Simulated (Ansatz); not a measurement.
# GaN (model cell, started as NiAs type): a soft mode frozen in

Which phase does GaN (model cell, started as NiAs type) fall into along its unstable mode, and how much energy does it gain?

Program: Ansatz 0.2.0. Level of theory: DFT PBEsol, scalar-relativistic, plane waves, PAW; PAW set soft_1. Results are calculated unless marked as measured.

The structure was built from a prototype and need not be the compound's stable phase.

**1. The starting structure**

The structure is hexagonal, space group P6_3/mmc (No. 194). Conventional cell: a = 2.969 Å, b = 2.969 Å, c = 5.041 Å, α = 90.00°, β = 90.00°, γ = 120.00°. Nearest to Ga lie 6 N at 2.13 Å. Nearest to N lie 6 Ga at 2.13 Å. Farther neighbours and most contacts between anions are not listed.

As a file:

```cif
data_structure
_symmetry_space_group_name_H-M 'P6_3/mmc'
_symmetry_Int_Tables_number 194
_cell_length_a 2.9691
_cell_length_b 2.9691
_cell_length_c 5.0411
_cell_angle_alpha 90.000
_cell_angle_beta 90.000
_cell_angle_gamma 120.000
_cell_volume 38.49
loop_
_atom_site_label
_atom_site_type_symbol
_atom_site_symmetry_multiplicity
_atom_site_Wyckoff_symbol
_atom_site_fract_x
_atom_site_fract_y
_atom_site_fract_z
_atom_site_occupancy
Ga1 Ga 2 a 0.00000 0.00000 0.00000 1
N1 N 2 c 0.33333 0.66667 0.25000 1
```

**2. The dispersion**

The cell comes from relaxations at this level that are not shown. Stability and thermal properties need the whole zone. Linear response on a 3×3×2 q mesh gives force constants as far as a supercell of that size would, and the tensors from the zone-centre run are typed in so that the long-range dipole term is interpolated apart.

Input file input.yaml:

```yaml
crystal:
  lattice:
    - [2.9690603486, 0.0, 0.0]
    - [-1.4845301743, 2.5712816873, 0.0]
    - [0.0, 0.0, 5.0411260807]
  atoms:
    - { symbol: Ga, position: [0.0, 0.0, 0.0] }
    - { symbol: Ga, position: [0.0, 0.0, 0.5] }
    - { symbol: "N", position: [0.3333333333, 0.6666666667, 0.25] }
    - { symbol: "N", position: [0.6666666667, 0.3333333333, 0.75] }
kpoints:
  mp_grid: { grid: [12, 12, 8] }
hamiltonian:
  xc: pbesol
  pseudopotentials: { kind: paw, azcp: { folder: soft_1 }, xc_functional: pbe }
scf:
  occupations: { method: fixed }
output:
  eigenvalues: true
phonons:
  method: dfpt
  qmesh: [3, 3, 2]
  temperatures: { t_max: 1000, t_step: 50 }
  qpath:
    path:
      - [[0.0, 0.0, 0.0], [0.5, 0.0, 0.0], [0.33333333, 0.33333333, 0.0], [0.0, 0.0, 0.0], [0.0, 0.0, 0.5], [0.5, 0.0, 0.5], [0.33333333, 0.33333333, 0.5], [0.0, 0.0, 0.5]]
      - [[0.5, 0.0, 0.5], [0.5, 0.0, 0.0]]
      - [[0.33333333, 0.33333333, 0.5], [0.33333333, 0.33333333, 0.0]]
    npoints: 10
  non_analytic_term:
    high_frequency_dielectric_tensor: [[8.6835, 0.0, 0.0], [0.0, 8.6835, 0.0], [0.0, 0.0, 9.372]]
    born_effective_charges:
      - { species: Ga, tensor: [[3.4519, 0.0, 0.0], [0.0, 3.4519, 0.0], [0.0, 0.0, 3.7085]] }
      - { species: Ga, tensor: [[3.4519, 0.0, 0.0], [0.0, 3.4519, 0.0], [0.0, 0.0, 3.7085]] }
      - { species: "N", tensor: [[-3.4519, 0.0, 0.0], [0.0, -3.4519, 0.0], [0.0, 0.0, -3.7085]] }
      - { species: "N", tensor: [[-3.4519, 0.0, 0.0], [0.0, -3.4519, 0.0], [0.0, 0.0, -3.7085]] }
    source: "zone-centre run at this cell"
```

Command:

```
ansatz run input.yaml --threads 4 --pin off --max-ram 10240MiB --backend cpu --events-out ev --progress --plain --runs-dir out
```

Numbers of over 12 decimals in the logs are rounded to 6 here.

The log of the run:

```text
Warning: phonons: the dynamical matrix that this run interpolates holds no multipole term above the dipole-dipole one, and a site of this crystal is no centre of inversion, so its interpolated transverse optical and acoustic branches and sound speeds can stay off near Gamma, and the density of states and the thermodynamics with them. What a run solves at a wave vector of phonons.qpoints, Gamma apart, where the deck admits one, is free of this, and under fd what a larger phonons.supercell samples
Engine: ansatz 0.2.0, x86_64-unknown-linux-gnu
Pseudopotentials: kind: paw
Pseudopotential: Ga, paw, valence charge 13, recommended cutoff 420 eV (normal), soft_1/Ga.paw.azcp
Pseudopotential: N, paw, valence charge 5, recommended cutoff 420 eV (normal), soft_1/N.paw.azcp
Functional definition: PBEsol
  exchange = pbesol_x
  correlation = pbesol_c
Crystal: 4 atoms, lattice volume = 38.485 Å³
Basis set: ecut = 420 eV, 737 PW (Γ), exchange–correlation on 40×40×72 points (8 copies of the dense FFT grid, shifted against one another)
Bands: 22, of which v1, the nominal top of the filled ones, is band 18 counted from 1 (17 counted from 0)
Symmetry: 24 space group operations
k-points: 95 of 1152
Non-local potential: Ga, projectors of the file, l = 0: 2, l = 1: 2, l = 2: 3, l = 3: 1
Non-local potential: N, projectors of the file, l = 0: 2, l = 1: 2, l = 2: 1
PAW form: soft (Blöchl's): semilocal exchange-correlation on the pseudo side does not see the compensation charge
PAW frozen core: Ga, regenerated for the run's functional, and the local potential with it (the file was generated under x = pbe(κ = 0.804, μ = 0.219515), c = pbe(β = 0.066725))
PAW frozen core: N, regenerated for the run's functional, and the local potential with it (the file was generated under x = pbe(κ = 0.804, μ = 0.219515), c = pbe(β = 0.066725))
PAW one-centre angular grid: Ga, 590 points (default); XC on 64 Gauss nodes
PAW one-centre angular grid: N, 110 points (default); XC on 64 Gauss nodes
Initial density: superposition of atomic densities (chi_scale 0.1, normalization cell, long waves kept (reshape's long-wave potential 0.00 eV rms))
Initial wavefunctions: pseudopotential atomic-orbital guess
Functional: x = pbesol(κ = 0.804, μ = 0.123457), c = pbesol(β = 0.046)
SCF iter   1: F=—  HF=-8244.196012 eV  |F-HF|=—  |Δ(HF+E_count)|=         —  Δρ=1.06e-1  dr2=2.83e0  ethr=3.10e-3  ⟨swp⟩=4.0  Hψ=7361  notcnv=0  defer=44
preconditioner: auto → none  [insulator: Δε(μ)=2.155 eV  Ē_g=16.953 eV  n_scr=10 (ndim 8)  ℏωp=35.9 eV  f_vac=0.000  ε∞_Penn≈5.5]
SCF iter   2: F=—  HF=-8243.572326 eV  |F-HF|=—  |Δ(HF+E_count)|=   6.24e-1  Δρ=5.52e-2  dr2=5.87e-1  ethr=3.10e-3  ⟨swp⟩=2.0  Hψ=3883  notcnv=0  defer=91
SCF iter   3: F=—  HF=-8243.452878 eV  |F-HF|=—  |Δ(HF+E_count)|=   1.19e-1  Δρ=2.01e-2  dr2=7.39e-2  ethr=1.63e-3  ⟨swp⟩=2.0  Hψ=3105  notcnv=0  defer=168
SCF iter   4: F=—  HF=-8243.443109 eV  |F-HF|=—  |Δ(HF+E_count)|=   9.77e-3  Δρ=1.31e-2  dr2=2.51e-2  ethr=2.05e-4  ⟨swp⟩=2.0  Hψ=4218  notcnv=0  defer=188
SCF iter   5: F=—  HF=-8243.435864 eV  |F-HF|=—  |Δ(HF+E_count)|=   7.24e-3  Δρ=2.87e-3  dr2=1.23e-3  ethr=6.97e-5  ⟨swp⟩=2.0  Hψ=3797  notcnv=0  defer=185
SCF iter   6: F=—  HF=-8243.435539 eV  |F-HF|=—  |Δ(HF+E_count)|=   3.25e-4  Δρ=2.70e-4  dr2=1.05e-5  ethr=3.42e-6  ⟨swp⟩=2.0  Hψ=3949  notcnv=0  defer=182
SCF iter   7: F=—  HF=-8243.435540 eV  |F-HF|=—  |Δ(HF+E_count)|=   1.52e-6  Δρ=1.95e-5  dr2=5.29e-8  ethr=2.93e-8  ⟨swp⟩=2.2  Hψ=3800  notcnv=0
SCF iter   8: F=—  HF=-8243.435540 eV  |F-HF|=—  |Δ(HF+E_count)|=   7.64e-9  Δρ=7.64e-7  dr2=9.18e-11  ethr=1.47e-10  ⟨swp⟩=2.0  Hψ=3772  notcnv=0
SCF iter   9: F=-8243.435540 eV  HF=-8243.435540 eV  |F-HF|=3.64e-12  |Δ(HF+E_count)|=  2.91e-11  Δρ=5.48e-8  dr2=4.88e-13  ethr=1.00e-12  ⟨swp⟩=5.4  Hψ=9777  notcnv=0
SCF 1 converged in 9 iterations: F = -8243.435540 eV  dr2 = 4.88e-13
  greatest PAW one-centre occupation: 0.997 electrons in one spin orbital (limit 2), on the Ga atom at site 1 (counted from 0), in its partial waves of l = 2
NSCF: frozen V_eff on 95 k-points
NSCF: frozen V_eff on 320 k-points
DFPT response loops at q = (0, 0, 0) (fractional): preconditioner auto → Resta (q_TF=auto, 2.698 Å⁻¹)  ε∞=7.0 (no band partly filled); β = 1.00, the filter's whole step (`scf.mixing.beta` (0.50) is not read by the response loops at its default; to damp them type it under 1.00, their step now; it binds the ground state too); Broyden in place of MSR1
NSCF: frozen V_eff on 640 k-points
DFPT response loops at q = (0, 0, -0.5) (fractional): mixed as the last ones told, above
NSCF: frozen V_eff on 1248 k-points
DFPT response loops at q = (0, 0.333333, 0) (fractional): mixed as the last ones told, above
NSCF: frozen V_eff on 1248 k-points
DFPT response loops at q = (0, 0.333333, -0.5) (fractional): mixed as the last ones told, above
NSCF: frozen V_eff on 1176 k-points
DFPT response loops at q = (0.333333, 0.333333, 0) (fractional): mixed as the last ones told, above
NSCF: frozen V_eff on 1176 k-points
DFPT response loops at q = (0.333333, 0.333333, -0.5) (fractional): mixed as the last ones told, above
SCF converged after 9 iterations
Free energy (F): -8243.435540 eV
Harris-Foulkes:  -8243.435540 eV  (|F-HF|=3.64e-12)
Internal energy: -8243.435540 eV  (E = F + TS)
E sigma→0 (E₀):  -8243.435540 eV
Fermi energy:    12.797996 eV
--- Per-component energies (eV) ---
  E_band       = 75.435226
  E_kinetic    = 481.631884
  E_local      = -2348.977359  (includes V_loc(G=0)·N_el)
  E_nonlocal   = -104.231135
  E_hartree    = 1594.596101
  E_xc         = -242.579161
  E_vxc        = -261.556755  (∫ρ·V_xc dr)
  E_paw        = -4165.264696  (= ΣΔE_a)
  E_vpaw       = -880.624594  (= ΣTr[D̂ρ^β])
  E_aug_tail   = 0.001019  (compensation charges beyond the density's cutoff)
  E_ewald      = -3460.394348
  E_core_change = 1.782156  (= ΣΔE_core)
  E_smearing   = -0.000000  (= −TS)
  E_closure    = 0.000000  (closes the sum)
  Σ components = -8243.435540   (vs F -8243.435540, Δ=0.00e0)
--- Band table (eV; the first three rows and the last of 95) ---
  k-point 0: bands = [... 14 lower, 12.2336, 12.2336, 12.6852, 12.6852, 14.4091, 17.3067, 21.9797, 23.1224]
  k-point 1: bands = [... 14 lower, 12.2555, 12.2555, 12.6725, 12.6725, 14.8784, 17.3395, 21.9030, 23.1398]
  k-point 2: bands = [... 14 lower, 12.3154, 12.3154, 12.6344, 12.6344, 15.7306, 17.3995, 21.7447, 23.2141]
  k-point 94: bands = [... 14 lower, 7.0539, 7.0539, 12.0211, 12.0211, 18.0832, 18.0832, 18.3613, 18.3613]
--- Phonons (Γ-DFPT): 4 representative perturbations + reference (Σ response iterations 13) ---
  ASR residual: 2.972e-5 → 0.000e0 eV/Å²; symmetrization residual: 4.045e-7 eV/Å²
  ASR residual per site (eV/Å²): 2.97e-5 2.97e-5 7.97e-6 7.97e-6
  Γ frequencies (cm⁻¹): -19.72 -19.72 0.00 0.00 0.00 203.12 308.92 308.92 404.57 404.57 418.06 597.61
--- Phonons (arbitrary-q DFPT): 6 irreducible q on the 3×3×2 mesh ---
  q = [0.0000, 0.0000, 0.0000] (star 1, of the zone-centre solve; hermiticity 3.47e-8, symmetrization 1.76e-12): -19.72 -19.72 -0.00 -0.00 0.00 203.12 308.92 308.92 404.57 404.57 418.06 597.61
  q = [0.0000, 0.0000, -0.5000] (star 1, 4 solved perturbations in 761 linear systems a pass and spin channel, the states on 320 of 1152 k-point pairs; hermiticity 1.45e-8, symmetrization 2.64e-12): 10.73 10.73 10.73 10.73 284.58 284.58 358.97 358.97 358.97 358.97 608.36 608.36
  q = [0.0000, 0.3333, 0.0000] (star 6, 6 solved perturbations in 3042 linear systems a pass and spin channel, the states on 624 of 1152 k-point pairs; hermiticity 6.18e-8, symmetrization 2.98e-9): 48.70 103.18 123.15 174.54 214.01 266.18 333.12 335.95 463.25 518.26 554.53 619.57
  q = [0.0000, 0.3333, -0.5000] (star 6, 6 solved perturbations in 3042 linear systems a pass and spin channel, the states on 624 of 1152 k-point pairs; hermiticity 3.42e-8, symmetrization 1.49e-8): 115.26 115.26 210.72 210.72 250.36 250.36 372.18 372.18 415.34 415.34 596.48 596.48
  q = [0.3333, 0.3333, 0.0000] (star 2, 4 solved perturbations in 1345 linear systems a pass and spin channel, the states on 588 of 1152 k-point pairs; hermiticity 4.59e-5, symmetrization 1.21e-5): 57.67 174.61 174.61 240.95 240.95 301.23 371.49 371.49 455.05 567.41 571.74 571.74
  q = [0.3333, 0.3333, -0.5000] (star 2, 4 solved perturbations in 1345 linear systems a pass and spin channel, the states on 588 of 1152 k-point pairs; hermiticity 2.93e-5, symmetrization 4.44e-6): 186.73 186.73 220.32 220.32 235.27 235.27 248.61 248.61 529.70 529.70 584.09 584.09
  sum rule: each row above includes the acoustic sum rule's correction from the zone centre's row sums; it moved no ω² by more than (0.39 cm⁻¹)²
  mesh force constants: q→R imaginary residual 1.09e-16; ASR residual 2.972e-5 → 0.000e0 eV/Å²; symmetrization residual 1.421e-14 eV/Å²
  interpolated dispersion: 94 rows × 12 modes
  density of states and harmonic sums: on the 24×24×12 q-mesh, interpolated from the force constants of a 3×3×2 supercell (with the dipole–dipole term of supplied tensors)
  largest difference from the sums on the solved wave vectors: F 7.01e-3 eV, S 2.95e-5 and C_V 2.20e-5 eV/K
  zero-point energy: 0.238020 eV/cell   skipped modes (ω ≤ 0): 26, of them read as no rigid motion or as one in doubt: 23 (1.910e-2 modes/cell left out, lowest -19.72 cm⁻¹)   left out of the sums: 1.63e-3 of the cell's modes: C_V's classical limit lies that fraction below 3 k_B per atom; for a crystal, a wire or a layer, F and S can be off by more, and a phonons.interpolated_qmesh denser along its periods is the remedy for the sampling
```

The job ended after 3 min (4 threads of AMD EPYC 7R13 (Zen 3), shared host; peak memory 1.8 GiB).

This step gave:

* gap on the k-mesh: 1.211 eV
* volume per atom: 9.621 Å³
* sum-rule residual before enforcement: 2.97e-5 eV/Å²
* lowest frequency on the path: -19.72 cm⁻¹
* point group: 6/mmm
* highest frequency on the path or at a solved wavevector: 629.5 cm⁻¹
* highest optical mode at the zone centre (no LO-TO term): 597.6 cm⁻¹
* lowest optical zone-centre mode: -19.72 cm⁻¹
* lowest mode on the q mesh (acoustic modes at Γ apart): -19.72 cm⁻¹

Frequencies (cm⁻¹) solved at each irreducible wavevector; negative means imaginary. Frequencies by wavevector, by row:

```csv
q in reciprocal lattice units,star,mode 1,mode 2,mode 3,mode 4,mode 10,mode 11,mode 12
0 0 0,1,-19.7,-19.7,0,0,404.6,418.1,597.6
0 0 -0.5,1,10.7,10.7,10.7,10.7,359,608.4,608.4
0 0.3333 0,6,48.7,103.2,123.2,174.5,518.3,554.5,619.6
0 0.3333 -0.5,6,115.3,115.3,210.7,210.7,415.3,596.5,596.5
0.3333 0.3333 0,2,57.7,174.6,174.6,240.9,567.4,571.7,571.7
0.3333 0.3333 -0.5,2,186.7,186.7,220.3,220.3,529.7,584.1,584.1
```

Interpolated from a 3×3×2 q mesh, rough between the solved points, with the LO-TO term (at Γ the limit along the path; where Γ stands inside the path, tables give the limit on arrival). Phonon branches along the path, in cm⁻¹:

```csv
point,branch 1,branch 2,branch 3,branch 4,branch 9,branch 10,branch 11,branch 12
Γ,-20,-20,0,0,405,418,598,630
halfway,30,83,109,143,439,509,554,622
M,55,121,128,202,451,491,601,615
halfway,56,139,172,196,432,519,586,605
K,58,175,175,241,455,567,572,572
halfway,40,96,134,156,444,530,539,616
Γ,-20,-20,0,0,405,418,598,630
halfway,-15,-15,12,12,392,392,604,605
A,11,11,11,11,359,359,608,608
halfway,94,94,179,179,395,395,589,589
L,134,134,216,216,438,438,611,611
halfway,160,160,217,217,484,484,601,601
H,187,187,220,220,530,530,584,584
halfway,115,115,192,192,422,422,588,588
A,11,11,11,11,359,359,608,608
jump to L,134,134,216,216,438,438,611,611
halfway,126,131,132,218,408,478,602,618
M,55,121,128,202,451,491,601,615
jump to H,187,187,220,220,530,530,584,584
halfway,129,181,181,241,481,560,580,580
K,58,175,175,241,455,567,572,572
```

Symmetry leaves 6 wavevectors to solve. The lowest mode among them, the acoustic zeros apart, lies at Γ and is imaginary, 19.7i cm⁻¹, so the energy falls along it.

**3. The mode frozen in, largest atomic shift 0 Å**

The mode followed lies at Γ with frequency 19.7i cm⁻¹ and is 2-fold degenerate, the softest among the wavevectors solved. At small amplitude the distorted cell has space group no. 36 by a symmetry search on the positions. The undistorted cell that holds it gives the zero of energy on the same k mesh.

input.yaml, the sections that differ from step 2:

```yaml
scf:
  occupations: { method: gaussian, width: 0.02 }
output:
  forces: true
  stress: true
  eigenvalues: true
# crystal, kpoints, hamiltonian: as in step 2
# phonons: removed
```

The log of the run:

```text
[...]
Crystal: 4 atoms, lattice volume = 38.485 Å³
Basis set: ecut = 420 eV, 737 PW (Γ), exchange–correlation on 40×40×72 points (8 copies of the dense FFT grid, shifted against one another)
Bands: 22, of which v1, the nominal top of the filled ones, is band 18 counted from 1 (17 counted from 0)
Symmetry: 24 space group operations
[...]
k-points: 95 of 1152
[...]
--- Band table (eV; the first three rows and the last of 95) ---
  k-point 0: bands = [... 14 lower, 12.2336, 12.2336, 12.6852, 12.6852, 14.4091, 17.3067, 21.9797, 23.1224]
  k-point 1: bands = [... 14 lower, 12.2555, 12.2555, 12.6725, 12.6725, 14.8784, 17.3395, 21.9030, 23.1398]
  k-point 2: bands = [... 14 lower, 12.3154, 12.3154, 12.6344, 12.6344, 15.7306, 17.3995, 21.7447, 23.2141]
  k-point 94: bands = [... 14 lower, 7.0539, 7.0539, 12.0210, 12.0210, 18.0832, 18.0832, 18.3613, 18.3613]
[key lines of the parts left out:]
SCF converged after 7 iterations
Free energy (F): -8243.435540 eV
Fermi energy:    13.403568 eV
P = ⅓ Tr σ = 0.0072 GPa (0.072 kbar)
```

Wall time 1.1 s (4 threads); peak memory 0.41 GiB; 3.5 s of CPU time.

Numbers from this step:

| Property | Result |
| --- | --- |
| pressure | 0.007247 GPa |
| energy from the undistorted cell | 0 meV/atom |

At this level the gap is 1.21 eV on the k-mesh of the self-consistent run, which can miss the band edges.

**4. The mode frozen in, largest atomic shift 0.08 Å**

The atoms are moved along the unstable eigenvector, the largest shift by 0.08 Å, with the cell fixed.

Edit input.yaml of step 3 so:

```diff
@@ -6,4 +6,4 @@
   atoms:
-    - { symbol: Ga, position: [0.0, 0.0, 0.0] }
-    - { symbol: Ga, position: [0.0, 0.0, 0.5] }
+    - { symbol: Ga, position: [-0.0155564442, -0.0311128883, 0.0] }
+    - { symbol: Ga, position: [0.0155564442, 0.0311128883, 0.5] }
     - { symbol: "N", position: [0.3333333333, 0.6666666667, 0.25] }
```

The log of the run:

```text
[...]
Crystal: 4 atoms, lattice volume = 38.485 Å³
Basis set: ecut = 420 eV, 737 PW (Γ), exchange–correlation on 40×40×72 points (8 copies of the dense FFT grid, shifted against one another)
Bands: 22, of which v1, the nominal top of the filled ones, is band 18 counted from 1 (17 counted from 0)
Symmetry: 4 space group operations
[...]
k-points: 215 of 1152 (time reversal used)
[...]
--- Band table (eV; the first three rows and the last of 215) ---
  k-point 0: bands = [... 14 lower, 12.2391, 12.2533, 12.6659, 12.6675, 14.3995, 17.3357, 21.9137, 23.1353]
  k-point 1: bands = [... 14 lower, 12.2600, 12.2729, 12.6534, 12.6540, 14.8672, 17.3658, 21.8449, 23.1529]
  k-point 2: bands = [... 14 lower, 12.3168, 12.3265, 12.6171, 12.6182, 15.7167, 17.4171, 21.7062, 23.2277]
  k-point 214: bands = [... 14 lower, 8.2366, 8.2366, 11.5680, 11.5680, 17.4267, 17.4267, 19.9526, 19.9526]
[key lines of the parts left out:]
SCF converged after 7 iterations
Free energy (F): -8243.435735 eV
Fermi energy:    13.403598 eV
P = ⅓ Tr σ = 0.4954 GPa (4.954 kbar)
```

Wall time 3.2 s (4 threads); peak memory 0.52 GiB; 12 s of CPU time.

This step gave:

```
pressure                         : 0.4954 GPa
gap on the k-mesh                : 1.224 eV
energy from the undistorted cell : -0.049 meV/atom
```

The energy, extrapolated to zero smearing, is -0.05 meV/atom against the undistorted cell.

The run ends at a pressure of 0.50 GPa, with forces up to 0.061 eV/Å.

**5. Energy along the mode, all amplitudes (two of the runs are shown above)**

An imaginary frequency means negative curvature, so the energy should fall and then rise again as anharmonic terms take over.

This step gave:

```
depth at the lowest point sampled  : 0.049 meV/atom
largest atomic shift at that point : 0.08 Å
```

The energy from the parent by largest atomic shift:

```csv
largest atomic shift (Å),energy from the parent (meV/atom)
0.0000,0
0.0400,-0.033
0.0800,-0.049
0.1400,0.541
0.2200,4.94
```

Displacement at unit largest shift by atom:

```csv
atom,x (Å),y (Å),z (Å),size
Ga1,0.00,-1.00,0.00,1.00
Ga2,0.00,1.00,0.00,1.00
N3,0.00,0.00,0.00,0.00
N4,0.00,0.00,0.00,0.00
```

The lowest of the steps tried is at 0.08 Å, 0.049 meV/atom below the parent; the bottom of the well need not coincide with a step.

[end of part 1 of 3]

[Logs are printed without paths, hosts, clocks, repeated set-up lines and the standing remarks that a program may print on its own settings, such as how far it seeks lower states.]

[Hosts, paths, dates, database ids (printed as entryN), source tags and the programs' standing remarks are cut or masked in the printed files.]
